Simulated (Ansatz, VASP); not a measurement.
One calculation of Si, two programs

INCAR

```
PREC = Accurate ; ENCUT = 520
EDIFF = 1E-6 ; ISMEAR = 0
SIGMA = 0.1 ; LREAL = False
LASPH = True ; NELM = 100
ALGO = Fast ; ISIF = 2
LWAVE = False ; LCHARG = False
GGA = PS ; NBANDS = 16
```

The input KPOINTS:

```
regular mesh
0
Gamma
  12 12 12
```

POSCAR

```
Si
1.0
    0.0000000000      2.7216081247      4.8259087430
    2.5120127933      0.0000000000      4.8259087430
    2.5120127933      2.7216081247      0.0000000000
Si
4
Direct
    0.7316133771      0.2683866229      0.7316133771
    0.2683866229      0.7316133771      0.2683866229
    0.7836462499      0.7836462499      0.2163537501
    0.2163537501      0.2163537501      0.7836462499
```

Input for Ansatz:

```yaml
crystal:
  lattice:
    - [0.0, 2.7216081247, 4.825908743]
    - [2.5120127933, 0.0, 4.825908743]
    - [2.5120127933, 2.7216081247, 0.0]
  atoms:
    - { symbol: Si, position: [0.7316133771, 0.2683866229, 0.7316133771] }
    - { symbol: Si, position: [0.2683866229, 0.7316133771, 0.2683866229] }
    - { symbol: Si, position: [0.7836462499, 0.7836462499, 0.2163537501] }
    - { symbol: Si, position: [0.2163537501, 0.2163537501, 0.7836462499] }
basis:
  ecutwfc: 420
kpoints:
  mp_grid: { grid: [12, 12, 12] }
hamiltonian:
  xc: pbesol
scf:
  occupations: { method: gaussian, width: 0.1 }
output:
  forces: true
  stress: true
  eigenvalues: true
  populations: true
```

Alike in both runs: task single point; functional PBEsol; k mesh 12 × 12 × 12; occupations gaussian, width 0.1 eV; no spin polarisation.

```csv
,VASP,Ansatz
version,VASP 6.6.1,Ansatz 0.2.0
potentials or method,"VASP PAW PBE potentials, release 64 (Si)","scalar-relativistic, plane waves, PAW"
plane-wave cutoff (eV),520,420
valence electrons in the cell,16,16
```

|  | VASP | Ansatz | Ansatz less VASP |
| --- | --- | --- | --- |
| gap on the k mesh at the Fermi level (eV) | none | none | - |
| pressure (GPa) | -8.1 | -8.2 | -0.11 |
| largest component of the traceless stress (GPa) | 1.19 | 1.21 | +0.018 |
| rms of the force components (eV/Å) | 0.113 | 0.113 | -0.0006 |

Atom by atom the forces differ by 0.001 eV/Å (rms over components). A gap of «none» marks a metal or a gap that the smearing closes.

Caveats: the PAW data sets were made with another functional, which shifts forces and pressure a little (VASP).
